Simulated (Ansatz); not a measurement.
Take a crystal in which Ti has been replaced by Co on all its sites, with the cell rescaled by a rough guess (in some cases also distorted within its space group) and nothing relaxed:

```
CELL_PARAMETERS angstrom
-1.44072 1.44072 1.44072
1.44072 -1.44072 1.44072
1.44072 1.44072 -1.44072
ATOMIC_POSITIONS crystal
Co 0.00000 0.00000 0.00000
```

All numbers below come from Ansatz 0.2.0, DFT PBEsol, scalar-relativistic, plane waves, PAW.

Settings: cutoff 420 eV, Γ-centred mesh 20×20×20 on the computed 1-atom cell, Gaussian smearing of 0.10 eV; collinear spin from starting moments 2.06 μB.

Question: What pressure does the cell carry?

Answer: The pressure is -21.2 GPa (positive in compression), so the cell would contract.

Question: Is it a metal on this mesh?

Answer: Yes, a band crosses the Fermi level.

Question: What moments result?

Answer: Co1 1.88 μB.

This bcc form isn't the element's structure at ambient conditions.